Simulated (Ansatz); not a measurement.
**How NaH (Fm-3m) expands on warming**

How much does NaH expand with temperature?

Method: DFT LDA, scalar-relativistic, plane waves, PAW, in Ansatz 0.2.0.

### Step 1. Starting point

It takes space group Fm-3m (No. 225, cubic). The conventional cell has a = 4.880 Å, b = 4.880 Å, c = 4.880 Å, α = 90.00°, β = 90.00°, γ = 90.00°. Nearest to Na lie 6 H at 2.44 Å. H has 6 Na at 2.44 Å nearest. Farther neighbours are not listed.

Coordinates:

```cif
data_structure
_symmetry_space_group_name_H-M 'Fm-3m'
_symmetry_Int_Tables_number 225
_cell_length_a 4.8800
_cell_length_b 4.8800
_cell_length_c 4.8800
_cell_angle_alpha 90.000
_cell_angle_beta 90.000
_cell_angle_gamma 90.000
_cell_volume 116.21
loop_
_atom_site_label
_atom_site_type_symbol
_atom_site_symmetry_multiplicity
_atom_site_Wyckoff_symbol
_atom_site_fract_x
_atom_site_fract_y
_atom_site_fract_z
_atom_site_occupancy
Na1 Na 4 a 0.00000 0.00000 0.00000 1
H1 H 4 b 0.50000 0.00000 0.00000 1
```

### Step 2. A first coarse run

Before spending time, one coarse run tells the gap and the pressure of the starting cell.

input.yaml reads:

```yaml
crystal:
  lattice:
    - [0.0, 2.44, 2.44]
    - [2.44, 0.0, 2.44]
    - [2.44, 2.44, 0.0]
  atoms:
    - { symbol: Na, position: [0.0, 0.0, 0.0] }
    - { symbol: H, position: [0.5, 0.5, 0.5] }
kpoints:
  mp_grid: { grid: [6, 6, 6] }
hamiltonian:
  xc: lda
scf:
  occupations: { method: gaussian, width: 0.1 }
output:
  forces: true
  stress: true
  eigenvalues: true
```

Run with:

```
$ ansatz run input.yaml --threads 2 --pin off --max-ram 5120MiB --backend cpu --events-out ev --progress --plain --runs-dir out
```

Numbers of over 12 decimals in the logs are rounded to 6 here.

The program printed:

```text
Engine: ansatz 0.2.0, aarch64-unknown-linux-gnu
Pseudopotentials: kind: paw
Pseudopotential: Na, paw, valence charge 9, recommended cutoff 420 eV (normal), Na.paw.azcp
Pseudopotential: H, paw, valence charge 1, recommended cutoff 420 eV (normal), H.paw.azcp
Functional definition: SPW92
  exchange = slater_x
  correlation = pw_c
Crystal: 2 atoms, lattice volume = 29.054 Å³
Basis set: ecut = 420 eV, 537 PW (Γ)
Bands: 9, of which v1, the nominal top of the filled ones, is band 5 counted from 1 (4 counted from 0)
Symmetry: 48 space group operations
Space group: Fm-3m (ITA 225), of the structure as read, at distance tolerance 3.1e-5 Å
k-points: 16 of 216
Non-local potential: Na, projectors of the file, l = 0: 3, l = 1: 2, l = 2: 1
Non-local potential: H, projectors of the file, l = 0: 2, l = 1: 1
PAW form: soft (Blöchl's): semilocal exchange-correlation on the pseudo side does not see the compensation charge
PAW frozen core: Na, regenerated for the run's functional, and the local potential with it (the file was generated under x = pbe(κ = 0.804, μ = 0.219515), c = pbe(β = 0.066725))
PAW one-centre angular grid: Na, 110 points (default); XC on 64 Gauss nodes
PAW one-centre angular grid: H, 110 points (default); XC on 64 Gauss nodes
Initial density: superposition of atomic densities (neutral atoms: chi_scale 0, normalization atom), corrected by the library's trained network
Initial wavefunctions: pseudopotential atomic-orbital guess
Functional: x = slater, c = lda
SCF iter   1: F=—  HF=-1482.672184 eV  |F-HF|=—  |Δ(HF+E_count)|=         —  Δρ=1.17e-2  dr2=3.17e-2  ethr=1.77e-3  ⟨swp⟩=5.0  Hψ=910  notcnv=0
preconditioner: auto → none  [insulator: Δε(μ)=3.238 eV  Ē_g=10.582 eV  σ=0.100 eV  W_gap=1.00  n_scr=8 (ndim 8)  ℏωp=9.7 eV  f_vac=0.000  D(μ)=0.00/eV (n_scr^D=0)  ε∞_Penn≈1.8]
SCF iter   2: F=—  HF=-1482.658446 eV  |F-HF|=—  |Δ(HF+E_count)|=   1.37e-2  Δρ=2.79e-3  dr2=2.03e-3  ethr=3.17e-4  ⟨swp⟩=1.2  Hψ=275  notcnv=0
SCF iter   3: F=—  HF=-1482.657665 eV  |F-HF|=—  |Δ(HF+E_count)|=   7.80e-4  Δρ=1.13e-4  dr2=1.70e-6  ethr=2.03e-5  ⟨swp⟩=1.9  Hψ=159  notcnv=0
SCF iter   4: F=—  HF=-1482.657664 eV  |F-HF|=—  |Δ(HF+E_count)|=   1.64e-6  Δρ=4.73e-5  dr2=1.86e-7  ethr=1.70e-8  ⟨swp⟩=2.1  Hψ=222  notcnv=0
iter 5 did not close the SCF: its close was put off for the readings that it lacked (scf_convergence_deferred on its scf_iter line)
SCF iter   5: F=-1482.657664 eV  HF=-1482.657664 eV  |F-HF|=2.16e-9  |Δ(HF+E_count)|=   3.75e-7  Δρ=6.98e-6  dr2=6.74e-9  ethr=1.86e-9  ⟨swp⟩=3.0  Hψ=209  notcnv=0
SCF iter   6: F=-1482.657664 eV  HF=-1482.657664 eV  |F-HF|=4.71e-11  |Δ(HF+E_count)|=  4.30e-11  Δρ=1.33e-6  dr2=1.29e-10  ethr=6.74e-11  ⟨swp⟩=1.6  Hψ=448  notcnv=0
SCF 1 converged in 6 iterations: F = -1482.657664 eV  dr2 = 1.29e-10
  greatest PAW one-centre occupation: 0.999 electrons in one spin orbital (limit 2), on the Na atom at site 0 (counted from 0), in its partial waves of l = 0
SCF converged after 6 iterations
Free energy (F): -1482.657664 eV
Harris-Foulkes:  -1482.657664 eV  (|F-HF|=4.71e-11)
Internal energy: -1482.657664 eV  (E = F + TS)
E sigma→0 (E₀):  -1482.657664 eV
Fermi energy:    2.229093 eV
--- Per-component energies (eV) ---
  E_band       = -229.918512
  E_kinetic    = 133.092591
  E_local      = -1337.629203  (includes V_loc(G=0)·N_el)
  E_nonlocal   = 117.883712
  E_hartree    = 479.085635
  E_xc         = -46.610241
  E_vxc        = -60.685256  (∫ρ·V_xc dr)
  E_paw        = -245.000693  (= ΣΔE_a)
  E_vpaw       = -40.750770  (= ΣTr[D̂ρ^β])
  E_aug_tail   = -0.001129  (compensation charges beyond the density's cutoff)
  E_ewald      = -583.619228
  E_core_change = 0.140890  (= ΣΔE_core)
  E_smearing   = -0.000000  (= −TS)
  E_closure    = 0.000000  (closes the sum)
  Σ components = -1482.657664   (vs F -1482.657664, Δ=0.00e0)
--- Forces (eV/Å), atoms counted from 1 ---
  atom   1  Na    -0.00000000     0.00000000    -0.00000000
  atom   2  H      0.00000000     0.00000000     0.00000000
  max |Σ_I F_I| component: 8.30e-31 eV/Å
--- Stress (GPa, compression-positive) ---
       -2.611365       0.000000      -0.000000
       -0.000000      -2.611365      -0.000000
       -0.000000       0.000000      -2.611365
  P = ⅓ Tr σ = -2.6114 GPa (-26.114 kbar)
--- Band table (eV; the first three rows and the last of 16) ---
  k-point 0: bands = ["-49.2135", "-21.6840", "-21.6840", "-21.6840", "-3.1283", "10.6992", "15.5479", "15.5479", "15.5479"]
  k-point 1: bands = ["-49.2119", "-21.7062", "-21.6867", "-21.6867", "-2.6594", "9.1126", "12.4234", "14.5003", "14.5003"]
  k-point 2: bands = ["-49.2087", "-21.7502", "-21.6921", "-21.6921", "-1.3942", "5.7967", "11.2388", "13.7143", "13.7143"]
  k-point 15: bands = ["-49.2050", "-21.7505", "-21.7262", "-21.7154", "0.5212", "5.4227", "7.2671", "8.7372", "14.9543"]
```

Elapsed: 0.29 s, on 2 threads of Arm Neoverse V2, shared host; peak memory 0.23 GiB.

The column dr2 measures how far the density is from self-consistency, as an energy; F and HF (Harris–Foulkes) agree once it is small.

A gap read on the k-mesh alone can miss the band edges.

Numbers from this step:

```yaml
pressure: -2.611 GPa
gap_on_the_k_mesh: 3.413 eV
volume_per_atom: 14.53 Å³
```

The start is under -2.6 GPa at this level and looks like an insulator or semiconductor on this mesh.

### Step 3. Relaxation

The vibrations must be taken about the equilibrium of this functional, not about the starting cell, so the structure is relaxed.

input.yaml, the sections that differ from step 2:

```yaml
kpoints:
  mp_grid: { grid: [8, 8, 8] }
scf:
  occupations: { method: gaussian, width: 0.02 }
relax:
  adjacent_minimum: "off"
  f_tol: 0.005
  max_steps: 80
  cell: { stress_tol: 0.05 }
# crystal, hamiltonian, output: as in step 2
```

The program printed:

```text
[...]
Crystal: 2 atoms, lattice volume = 29.054 Å³
Basis set: ecut = 420 eV, 537 PW (Γ)
Bands: 9, of which v1, the nominal top of the filled ones, is band 5 counted from 1 (4 counted from 0)
Symmetry: 48 space group operations
[...]
k-points: 29 of 512
[...]
SCF iter   1: F=—  HF=-1482.672146 eV  |F-HF|=—  |Δ(HF+E_count)|=         —  Δρ=1.17e-2  dr2=3.16e-2  ethr=1.77e-3  ⟨swp⟩=6.0  Hψ=1738  notcnv=0
[...]
SCF iter   6: F=-1482.657612 eV  HF=-1482.657612 eV  |F-HF|=5.23e-11  |Δ(HF+E_count)|=   1.25e-9  Δρ=1.24e-6  dr2=1.11e-10  ethr=6.82e-11  ⟨swp⟩=1.5  Hψ=827  notcnv=0
SCF 1 converged in 6 iterations: F = -1482.657612 eV  dr2 = 1.11e-10
[...]
relax step   1: F+E_penalty+E_count = -1482.65761162 eV  Δ(F+E_penalty+E_count) = +0.000e0 eV  max|allowed force component| = 5.043e-31 eV/Å  Δτ_max = 0.0000 Å  P = -2.611 GPa  Ω = 29.054 Å³  (6 SCF iters, dr2 threshold 1.00e-7 eV, accepted)
Crystal: 2 atoms, lattice volume = 26.283 Å³
Basis set: ecut = 420 eV, 531 PW (Γ)
[...]
iter 1 solved again at ethr=9.49e-5 eV; its pass at ethr=3.10e-3 eV (dr2=9.49e-3 eV) is discarded
[...]
SCF iter   5: F=-1482.686900 eV  HF=-1482.686900 eV  |F-HF|=3.78e-10  |Δ(HF+E_count)|=   2.82e-7  Δρ=2.35e-6  dr2=7.91e-10  ethr=2.00e-9  ⟨swp⟩=4.9  Hψ=1156  notcnv=0
SCF 2 converged in 5 iterations: F = -1482.686900 eV  dr2 = 7.91e-10
relax step   2: F+E_penalty+E_count = -1482.68690017 eV  Δ(F+E_penalty+E_count) = -2.929e-2 eV  max|allowed force component| = 3.657e-31 eV/Å  Δτ_max = 0.0000 Å  P = -0.486 GPa  Ω = 26.283 Å³  energy of the carried Pulay correction = +9.872e-4 eV  (5 SCF iters, dr2 threshold 2.00e-7 eV, accepted)
Crystal: 2 atoms, lattice volume = 25.723 Å³
[...]
SCF iter   4: F=-1482.687821 eV  HF=-1482.687821 eV  |F-HF|=1.26e-8  |Δ(HF+E_count)|=   9.87e-8  Δρ=1.51e-5  dr2=2.62e-8  ethr=2.00e-9  ⟨swp⟩=5.0  Hψ=1170  notcnv=0
SCF 3 converged in 4 iterations: F = -1482.687821 eV  dr2 = 2.62e-8
relax step   3: F+E_penalty+E_count = -1482.68782125 eV  Δ(F+E_penalty+E_count) = -9.211e-4 eV  max|allowed force component| = 1.726e-31 eV/Å  Δτ_max = 0.0000 Å  P = +0.090 GPa  Ω = 25.723 Å³  energy of the carried Pulay correction = +1.199e-3 eV  (4 SCF iters, dr2 threshold 2.00e-7 eV, accepted)
[...]
relax step   4: F+E_penalty+E_count = -1482.68781191 eV  Δ(F+E_penalty+E_count) = +9.343e-6 eV  max|allowed force component| = 1.972e-31 eV/Å  Δτ_max = 0.0000 Å  P = -0.002 GPa  Ω = 25.809 Å³  energy of the carried Pulay correction = +1.166e-3 eV  (3 SCF iters, dr2 threshold 2.02e-8 eV, accepted)
[...]
SCF iter   4: F=-1482.686920 eV  HF=-1482.686920 eV  |F-HF|=2.27e-12  |Δ(HF+E_count)|=   4.99e-9  Δρ=3.85e-7  dr2=9.36e-12  ethr=1.00e-12  ⟨swp⟩=4.6  Hψ=1107  notcnv=0
SCF 5 converged in 4 iterations: F = -1482.686920 eV  dr2 = 9.36e-12
relax step   5: F+E_penalty+E_count = -1482.68691955 eV  Δ(F+E_penalty+E_count) = +8.924e-4 eV  max|allowed force component| = 2.732e-31 eV/Å  Δτ_max = 0.0000 Å  P = -0.025 GPa  Ω = 25.809 Å³  stress off target by 2.51e-2 GPa  SCF on the basis re-selected at this cell (its energy is not comparable with the rows above)  (4 SCF iters)
basis re-selected at this cell: Δ(F+E_penalty+E_count) = +8.924e-4 eV, ΔP = -0.023 GPa vs the last step (what re-selecting the basis moved, of the pressure what is left beyond the Pulay correction that the steps carried, after the strain that the cell walked since its last selection, with what the two solves' SCF thresholds leave and, on support functions, any second-order correction that the steps lacked; it is no m [...]
SCF converged after 4 iterations
Free energy (F): -1482.686920 eV
[...]
Internal energy: -1482.686920 eV  (E = F + TS)
E sigma→0 (E₀):  -1482.686920 eV
Fermi energy:    2.966048 eV
[...]
--- Stress (GPa, compression-positive) ---
       -0.025051       0.000000       0.000000
        0.000000      -0.025051       0.000000
        0.000000       0.000000      -0.025051
  P = ⅓ Tr σ = -0.0251 GPa (-0.251 kbar)
--- Band table (eV; the first three rows and the last of 29) ---
[...]
--- Relaxed structure (4 steps of the walk, 4 accepted, 1 SCFs on fresh bases) ---
  F+E_penalty+E_count = -1482.68691955 eV   max|allowed force component| = 2.732e-31 eV/Å   (the final SCF, on the basis selected at the relaxed cell)
  cell:  # Å, volume = 25.8086 Å³
    - [0, 2.345551, 2.345551]
    - [2.345551, 0, 2.345551]
    - [2.345551, 2.345551, 0]
  atoms:
    - { symbol: Na, position: [0, 0, 0] }
    - { symbol: H, position: [0.5, 0.5, 0.5] }
```

Run time: 1.6 s. Hardware: 2 threads; peak memory 0.26 GiB; 2.9 s of CPU time.

Relaxation path:

| step | energy less that of the first step (eV) | largest force component (eV/Å) | pressure (GPa) | volume (Å³) |
| --- | --- | --- | --- | --- |
| 1 | 0.0000 | 0.0000 | -2.61 | 29.05 |
| 2 | -0.0293 | 0.0000 | -0.49 | 26.28 |
| 3 | -0.0302 | 0.0000 | 0.09 | 25.72 |
| 4 | -0.0302 | 0.0000 | 0.00 | 25.81 |
| 5* | -0.0293 | 0.0000 | -0.03 | 25.81 |

Relaxation steps marked * repeat the geometry before them on a plane-wave basis chosen anew for their cell, so energy and pressure can jump there.

The run keeps the 48 symmetry operations that it works with, so distortions that break them were not tested.

| conventional cell, symmetrised | before | after | change |
| --- | --- | --- | --- |
| a (Å) | 4.880 | 4.691 | -3.9 % |
| b (Å) | 4.880 | 4.691 | -3.9 % |
| c (Å) | 4.880 | 4.691 | -3.9 % |
| volume (Å³/atom) | 14.53 | 12.90 | -11.2 % |

The relaxed structure:

```xyz
2
Lattice="0.0000 2.3456 2.3456 2.3456 0.0000 2.3456 2.3456 2.3456 0.0000" Properties=species:S:1:pos:R:3 pbc="T T T"
Na    0.0000    0.0000    0.0000
H     2.3456    2.3456    2.3456
```

This step gave:

* pressure: -0.02505 GPa
* gap on the k-mesh: 3.547 eV
* volume per atom: 12.90 Å³

The relaxation ends with a pressure of -0.03 GPa.

### Step 4. A second relaxation

The relaxation is run once more from where the first one ended, as the script does after a large change of volume or of the gap, with mesh and occupations reviewed.

Edit input.yaml of step 3 so:

```diff
@@ -2,5 +2,5 @@
   lattice:
-    - [0.0, 2.44, 2.44]
-    - [2.44, 0.0, 2.44]
-    - [2.44, 2.44, 0.0]
+    - [0.0, 2.3455511677, 2.3455511677]
+    - [2.3455511677, 0.0, 2.3455511677]
+    - [2.3455511677, 2.3455511677, 0.0]
   atoms:
```

The program printed:

```text
[...]
Crystal: 2 atoms, lattice volume = 25.809 Å³
Basis set: ecut = 420 eV, 531 PW (Γ)
Bands: 9, of which v1, the nominal top of the filled ones, is band 5 counted from 1 (4 counted from 0)
Symmetry: 48 space group operations
[...]
k-points: 29 of 512
[...]
P = ⅓ Tr σ = -0.0250 GPa (-0.250 kbar)
--- Band table (eV; the first three rows and the last of 29) ---
[...]
--- Relaxed structure (1 steps of the walk, 1 accepted, 1 SCFs on fresh bases) ---
[...]
cell:  # Å, volume = 25.8086 Å³
    - [0.0, 2.3455511677, 2.3455511677]
    - [2.3455511677, 0.0, 2.3455511677]
    - [2.3455511677, 2.3455511677, 0.0]
  atoms:
    - { symbol: Na, position: [0.0, 0.0, 0.0] }
    - { symbol: H, position: [0.5, 0.5, 0.5] }
[key lines of the parts left out:]
SCF converged after 3 iterations
Free energy (F): -1482.686920 eV
Fermi energy:    2.966049 eV
```

It took 0.73 s on 2 threads; peak memory 0.25 GiB; 1.2 s of CPU time.

Little changed from the start: no atom moved by 0.005 Å and no cell edge by 0.1 %.

This step gave:

```
pressure : -0.02504 GPa
```

### Step 5. Tight relaxation

The relaxation is repeated with tighter thresholds on force and stress, since phonons are sensitive to what is left; a change of mesh or smearing in the input moves the cell too.

input.yaml, the sections that differ from step 4:

```yaml
scf:
  occupations: { method: fixed }
relax:
  adjacent_minimum: "off"
  f_tol: 0.001
  max_steps: 60
  cell: { stress_tol: 0.01 }
# crystal, kpoints, hamiltonian, output: as in step 4
```

The program printed:

```text
[...]
Crystal: 2 atoms, lattice volume = 25.809 Å³
Basis set: ecut = 420 eV, 531 PW (Γ)
Bands: 9, of which v1, the nominal top of the filled ones, is band 5 counted from 1 (4 counted from 0)
Symmetry: 48 space group operations
[...]
k-points: 29 of 512
[...]
P = ⅓ Tr σ = -0.0013 GPa (-0.013 kbar)
--- Band table (eV; the first three rows and the last of 29) ---
[...]
--- Relaxed structure (2 steps of the walk, 2 accepted, 1 SCFs on fresh bases) ---
[...]
cell:  # Å, volume = 25.7863 Å³
    - [0, 2.344873, 2.344873]
    - [2.344873, 0, 2.344873]
    - [2.344873, 2.344873, 0.0]
  atoms:
    - { symbol: Na, position: [0, 0, 0] }
    - { symbol: H, position: [0.500000, 0.500000, 0.500000] }
[key lines of the parts left out:]
SCF converged after 4 iterations
Free energy (F): -1482.686919 eV
Fermi energy:    1.197469 eV
```

Elapsed: 0.98 s, on 2 threads; peak memory 0.25 GiB; 1.7 s of CPU time.

Little changed from the start: no atom moved by 0.005 Å and no cell edge by 0.1 %.

This step gave:

```
pressure          : -0.001346 GPa
gap on the k-mesh : 3.548 eV
volume per atom   : 12.89 Å³
```

The residual pressure is -0.0013 GPa, small enough for phonons.

### Step 6. An input with a fault

This input was changed on purpose, to see how the program answers.

input.yaml reads:

```yaml
crystal:
  lattice:
    - [0.0, 2.3448734754, 2.3448734754]
    - [2.3448734754, 0.0, 2.3448734754]
    - [2.3448734754, 2.3448734754, 0.0]
  atoms:
    - { symbol: Na, position: [0.0, 0.0, 0.0] }
    - { symbol: H, position: [0.5, 0.5, 0.5] }
kpoints:
  mp_grid: { grid: [9, 9, 9] }
hamiltonian:
  xc: lda
scf:
  occupations: { method: fixed }
  max_iter: 60
output:
  eigenvalues: true
phonons:
  supercell: [2, 2, 2]
  thermal_expansion: {}
```

The program printed:

```text
Error: 3 input errors — fix all and re-run
  1. invalid value for `phonons.supercell`: axis 0: the count 2 must divide kpoints.mp_grid.grid dimension 9 — the displaced supercells solve the k-mesh folded onto them, whose points must be the deck's own; the next dimension that the batch's repeats divide is 10
  2. invalid value for `phonons.supercell`: axis 1: the count 2 must divide kpoints.mp_grid.grid dimension 9 — the displaced supercells solve the k-mesh folded onto them, whose points must be the deck's own; the next dimension that the batch's repeats divide is 10
  3. invalid value for `phonons.supercell`: axis 2: the count 2 must divide kpoints.mp_grid.grid dimension 9 — the displaced supercells solve the k-mesh folded onto them, whose points must be the deck's own; the next dimension that the batch's repeats divide is 10
```

Wall time 0.02 s (2 threads); peak memory 0.05 GiB.

The program refused the input before any cycle.

The program's message: “Error: 3 input errors — fix all and re-run
  1. invalid value for `phonons.supercell`: axis 0: the count 2 must divide kpoints.mp_grid.grid dimension 9 — the displaced supercells solve the k-mesh fold …”

The fault put into the input: a k mesh that the supercell doesn't divide.

[end of part 1 of 3]

[Logs are printed without paths, hosts, clocks, repeated set-up lines and the standing remarks that a program may print on its own settings, such as how far it seeks lower states.]

[Hosts, paths, dates, database ids (printed as entryN), source tags and the programs' standing remarks are cut or masked in the printed files.]

[A step with changed settings may run another functional than the one named; its input shows which.]

[Pressures of single members of a volume series are the stress at the run's cutoff; with an incomplete basis they can lie off −dE/dV of the same runs, and they are not shown converged.]
